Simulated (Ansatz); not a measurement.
# PbF2 (fluorite): other levels of theory at one geometry

An exercise on one series of results from a longer session: the logs are not shown, and one member is left open.

Program: Ansatz 0.2.0. Level of theory: DFT at several levels, plane waves, PAW. These are calculated values, not measurements.

1 further run of the same task is left out (set aside as unsound or not needed).

### Starting point

The structure is cubic, space group Fm-3m (No. 225). Conventional cell: a = 6.001 Å, b = 6.001 Å, c = 6.001 Å, α = 90.00°, β = 90.00°, γ = 90.00°. Pb (site symmetry m-3m) is surrounded by 8 F at 2.60 Å. F (site symmetry -43m) is surrounded by 4 Pb at 2.60 Å.

Structure file:

```xyz
3
Lattice="0.0000 3.0004 3.0004 3.0004 0.0000 3.0004 3.0004 3.0004 0.0000" Properties=species:S:1:pos:R:3 pbc="T T T"
Pb    0.0000    0.0000    0.0000
F     1.5002    1.5002    1.5002
F     4.5005    4.5005    4.5005
```

This cell comes from an earlier session at PBE: 18.007 Å³/atom at 0.00 GPa, on a 10×10×10 mesh, mesh gap 4.43 eV.

Levels to run: PBE+SOC; r²SCAN; PBEsol; LDA; HSE06. Hardware: 4 threads of AMD EPYC 9R45 (Zen 5), shared host.

The first run:

Contents of input.yaml:

```yaml
crystal:
  lattice:
    - [0.0, 3.0003645022, 3.0003645022]
    - [3.0003645022, 0.0, 3.0003645022]
    - [3.0003645022, 3.0003645022, 0.0]
  atoms:
    - { symbol: Pb, position: [0.0, 0.0, 0.0] }
    - { symbol: F, position: [0.25, 0.25, 0.25] }
    - { symbol: F, position: [0.75, 0.75, 0.75] }
basis:
  ecutwfc: 420
  ecutrho_ratio: 4
kpoints:
  mp_grid: { grid: [10, 10, 10] }
hamiltonian:
  xc: pbe
scf:
  occupations: { method: gaussian, width: 0.05 }
output:
  forces: true
  stress: true
  eigenvalues: true
  populations: true
  dos: { projected: true, de: 0.02 }
  write_density: true
  write_potential: true
  elf: true
  volumetric_format: npy
magnetization:
  noncollinear: true
  spin_orbit: true
```

On the command line:

```console
ansatz run input.yaml --threads 4 --pin off --max-ram 7168MiB --backend cpu --events-out ev --progress --plain --runs-dir out
```

Among the steps run: PBE+SOC; r²SCAN; PBEsol; LDA; HSE06.

One table of the session follows, with a row left open; its other results are not shown here.

```
  level  gap on the mesh (eV)  pressure (GPa)
    PBE                  4.43             0.0
    LDA                     ?               ?
 PBEsol                  4.32            -3.5
PBE+SOC                  4.04            -0.1
 r²SCAN                  4.95            -2.8
  HSE06                  5.79            -1.6
```

**Question.** Estimate the row for LDA.

As computed: gap on the mesh (eV): 4.26; pressure (GPa): -6.7. In the column «gap on the mesh (eV)» it lies between PBE+SOC (4.04) and PBEsol (4.32).

The pressure runs from -6.7 GPa (LDA) to 0.0 GPa (PBE); a negative pressure means that level wants a smaller cell, a positive one a larger cell. The gap is widest with HSE06 (5.79 eV) and narrowest with PBE+SOC (4.04 eV). Total energies of different levels have different zeros and can't be compared.

Limits of these values: Warnings in the runs' records: stress scf threshold loose, stress exchange threshold loose.
